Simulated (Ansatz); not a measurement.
# Redistribution: C2H3BrO + C4H10O → C2H4O2 + C4H9Br

Species: C2H3BrO `CC(=O)Br`, singlet; C4H10O (tert-butanol) `CC(C)(C)O`, singlet; C2H4O2 (acetic acid) `CC(=O)O`, singlet; C4H9Br (2-bromo-2-methylpropane) `CC(C)(C)Br`, singlet. The partners trade Br for OH; both sit on C, so the bond types are kept.

Shapes, held fixed at every level: PBE0-D4/def2-TZVP. Flexible molecules stand in one conformer, not always the lowest. Programs: Ansatz 0.2.0. Electronic energies: no zero-point or thermal term.

Q: Estimate ΔE of this reaction.

A: The highest level, CCSD(T)/def2-TZVPP, gives ΔE = -67.9 kJ/mol; the levels span -86.1 to -60.3. The column of differences is taken from that level and isn't an error. No measured value is set beside it here. Relativity is left out for Br. Outer-core shells of Br are correlated, in sets that cover them unevenly.

```json
{"level": "HF/def2-SVP", "kind": "Hartree–Fock", "ΔE (kJ/mol)": "-86.1", "less CCSD(T)/def2-TZVPP": "-18.2"}
{"level": "r2SCAN-D4/def2-TZVPP", "kind": "meta-GGA", "ΔE (kJ/mol)": "-60.3", "less CCSD(T)/def2-TZVPP": "+7.6"}
{"level": "B3LYP-D4/def2-TZVPP", "kind": "global hybrid", "ΔE (kJ/mol)": "-61.1", "less CCSD(T)/def2-TZVPP": "+6.8"}
{"level": "BHLYP-D4/def2-TZVPP", "kind": "global hybrid", "ΔE (kJ/mol)": "-71.2", "less CCSD(T)/def2-TZVPP": "-3.3"}
{"level": "r2SCAN0-D4/def2-TZVPP", "kind": "global hybrid", "ΔE (kJ/mol)": "-68.0", "less CCSD(T)/def2-TZVPP": "-0.1"}
{"level": "MP2/def2-TZVPP", "kind": "perturbation theory", "ΔE (kJ/mol)": "-71.2", "less CCSD(T)/def2-TZVPP": "-3.3"}
{"level": "CCSD/def2-TZVPP", "kind": "coupled cluster or CI", "ΔE (kJ/mol)": "-70.3", "less CCSD(T)/def2-TZVPP": "-2.4"}
{"level": "CCSD(T)/def2-TZVPP", "kind": "coupled cluster or CI", "ΔE (kJ/mol)": "-67.9", "less CCSD(T)/def2-TZVPP": "0.0"}
```
